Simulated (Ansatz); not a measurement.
A 2-atom cell of KCl started from a crystallographic database, relaxed with r2SCAN in the plane-wave code Ansatz: it is cubic, Fm-3m (No. 225); a = 6.290 Å in the conventional setting, 31.10 Å³ an atom. K has 6 Cl at 3.14 Å; Cl has 6 K at 3.14 Å. The cell was then strained (x, y and z are the cube axes), with the atoms relaxed again; stress is positive in compression. No spin polarisation and no zero-point or thermal motion.

- Uniaxial +1.64 % along x, other directions held: r2SCAN's stress changes by -0.68 GPa along the strain and -0.09 GPa across it.
- Isotropic -1.12 % on every length: the pressure changes by +0.71 GPa, and the HSE06 gap (Γ) goes from 6.505 to 6.633 eV.
- Epitaxial strain of -1.72 % in the (001) plane: the free normal strain is +0.50 % and the in-plane stress changes by +0.99 GPa.

Problem. Estimate C₁₁, C₁₂ and the bulk modulus from the uniaxial step.

Solution. With compression positive, C₁₁ ≈ −Δσ∥/ε = (+0.68)/(+0.0164) = 41 GPa and C₁₂ ≈ (+0.09)/(+0.0164) = 5 GPa; B = (C₁₁ + 2C₁₂)/3 = 17 GPa. A one-sided step carries third-order terms: it reads low by some per cent.

Problem. What bulk modulus does the isotropic step give?

Solution. Δ ln V = 3 ln(0.9888) = -0.0338, so B ≈ −ΔP/Δ ln V = 21 GPa, against 17 GPa from C₁₁ and C₁₂; one-sided steps of finite size carry third-order terms.

Problem. Give the volume deformation potential of that gap and its pressure coefficient.

Solution. a_V = ΔE_g/Δ ln V = (+0.128)/(-0.0338) = -3.79 eV; dE_g/dP = −a_V/B = +180 meV/GPa, with HSE06's gap and r2SCAN's modulus.

Problem. What do the film's normal strain and stress say about the elastic constants?

Solution. ε⊥/ε∥ = (+0.0050)/(-0.0172) = -0.29, which linear elasticity sets to −2C₁₂/C₁₁ = -0.26 from the uniaxial step. The biaxial modulus is M = −Δσ/ε∥ = 58 GPa (C₁₁ + C₁₂ − 2C₁₂²/C₁₁ = 45 GPa).

Problem. How much elastic energy does the film store, with 31.10 Å³ an atom?

Solution. u = M ε∥² = −Δσ ε∥ = -0.99 × (-0.0172) = 0.0170 GPa, and 1 GPa Å³ is 6.2415 meV: 3.31 meV an atom. The total energies of the two runs differ by 3.32 meV an atom.

The meshes of the hybrids are coarse, so their gaps aren't converged to the digits shown.
